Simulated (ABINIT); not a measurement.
Crystal: SiC.

```
CELL_PARAMETERS angstrom
3.07569 0.00000 0.00000
-1.53785 2.66363 0.00000
0.00000 0.00000 10.07065
ATOMIC_POSITIONS crystal
Si 0.00000 0.00000 0.18789
Si 0.00000 0.00000 0.68789
Si 0.33333 0.66667 0.43784
Si 0.66667 0.33333 0.93784
C 0.00000 0.00000 0.00046
C 0.00000 0.00000 0.50046
C 0.33333 0.66667 0.24980
C 0.66667 0.33333 0.74980
```

The cell is a database's computed one.

Program: ABINIT 10.8.3 (patched build). Alike in all runs: no spin polarisation; cell as given; smearing fermi-dirac 0.05 eV.

Task: Order these runs on this cell by their pressure, lowest first.
A. level r2SCAN; potentials or basis JTH PAW PBE v2.0; k mesh 13 × 13 × 4; cutoff (eV) 626; fine-grid cutoff 1224.51 eV
B. level PBE; potentials or basis PseudoDojo NC SR PBE v0.5 stringent; k mesh 10 × 10 × 3; cutoff (eV) 1116
C. level PBEsol; potentials or basis JTH PAW PBE v2.0; k mesh 10 × 10 × 3; cutoff (eV) 517; fine-grid cutoff 1034.03 eV

Result: C (0.0 GPa), A (2.0 GPa), B (3.9 GPa).

Caveats: the PAW data sets were made with another functional, which shifts forces and pressure a little (some runs).
